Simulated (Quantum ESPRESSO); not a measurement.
A calculation with Quantum ESPRESSO 7.5 of Al2O3 (native input, structure typed inline):

pw.in

```
&CONTROL
  calculation = 'scf'
  prefix = 'pwscf'
  outdir = './tmp'
  pseudo_dir = './pseudo'
  tprnfor = .true.
  tstress = .true.
  disk_io = 'nowf'
/
&SYSTEM
  ibrav = 0
  nat = 5
  ntyp = 2
  ecutwfc = 55
  ecutrho = 440
  nbnd = 19
  occupations = 'smearing'
  smearing = 'fd'
  degauss = 0.00367493
/
&ELECTRONS
  conv_thr = 1d-09
  electron_maxstep = 120
  mixing_beta = 0.5
/
ATOMIC_SPECIES
Al    26.9815 Al.pbe-n-kjpaw_psl.1.0.0.UPF
O     15.9990 O.pbe-n-kjpaw_psl.0.1.UPF
CELL_PARAMETERS angstrom
   3.0174825440    0.0000000000    0.0000000000
  -1.5087412720    2.6132165386    0.0000000000
   0.0000000000    0.0000000000    7.5746360022
ATOMIC_POSITIONS crystal
Al     0.0000000000    0.0000000000    0.7220490000
Al     0.0000000000    0.0000000000    0.2779510000
O      0.0000000000    0.0000000000    0.5000000000
O      0.6666666667    0.3333333333    0.8005460000
O      0.3333333333    0.6666666667    0.1994540000
K_POINTS automatic
10 10 4 0 0 0
```

Potentials or basis: SSSP 1.3 efficiency PBE.

Launch:

```console
$ OMP_NUM_THREADS=1 pw.x -in pw.in > pw.out
```

Measurements of this composition are mostly on another form, of space group No. 167.

**Question.** Write the same calculation in another form: ASE script, Cartesian positions.

**Answer.** As run:

The input run.py:

```python
import numpy as np
from ase.calculators.espresso import Espresso, EspressoProfile
from ase.io import read

atoms = read('Al2O3.xyz')

input_data = {
    'control': {'calculation': 'scf', 'prefix': 'pwscf', 'outdir': './tmp', 'tprnfor': True, 'tstress': True, 'disk_io': 'nowf'},
    'system': {'ecutwfc': 55.0, 'ecutrho': 440.0, 'nbnd': 19, 'occupations': 'smearing', 'smearing': 'fd', 'degauss': 0.00367493},
    'electrons': {'conv_thr': 1e-09, 'electron_maxstep': 120, 'mixing_beta': 0.5},
}
pseudopotentials = {'O': 'O.pbe-n-kjpaw_psl.0.1.UPF', 'Al': 'Al.pbe-n-kjpaw_psl.1.0.0.UPF'}
profile = EspressoProfile(command='pw.x', pseudo_dir='pseudo')
dft = Espresso(profile=profile, input_data=input_data, pseudopotentials=pseudopotentials, kpts=(10, 10, 4), koffset=(0, 0, 0))
atoms.calc = dft

print(f'energy {atoms.get_potential_energy():.8f} eV')
print('forces (eV/A)')
print(np.round(atoms.get_forces(), 6))
print('stress (eV/A^3, Voigt)')
print(np.round(atoms.get_stress(), 8))
print(f'Fermi level {dft.get_fermi_level():.4f} eV')
```

Al2O3.xyz

```xyz
5
Lattice="3.0174825440 0.0000000000 0.0000000000 -1.5087412720 2.6132165386 0.0000000000 0.0000000000 0.0000000000 7.5746360022" Properties=species:S:1:pos:R:3 pbc="T T T"
Al     0.0000000000      0.0000000000      5.4692583508
Al     0.0000000000      0.0000000000      2.1053776514
O      0.0000000000      0.0000000000      3.7873180011
O      1.5087412722      0.8710721794      6.0638445530
O     -0.0000000002      1.7421443592      1.5107914492
```

Potentials or basis: SSSP 1.3 efficiency PBE.

Run with:

```bash
$ OMP_NUM_THREADS=1 python run.py
```

Both were run:

|  | native input, structure typed inline | ASE script, Cartesian positions |
| --- | --- | --- |
| Pressure | 0.1 GPa | 0.1 GPa |
| Largest force | 0.057 eV/Å | 0.057 eV/Å |
| Band gap on the k mesh | 2.31 eV, direct | 2.31 eV, direct |

Keys that steer only the numerical path or the files written may differ.
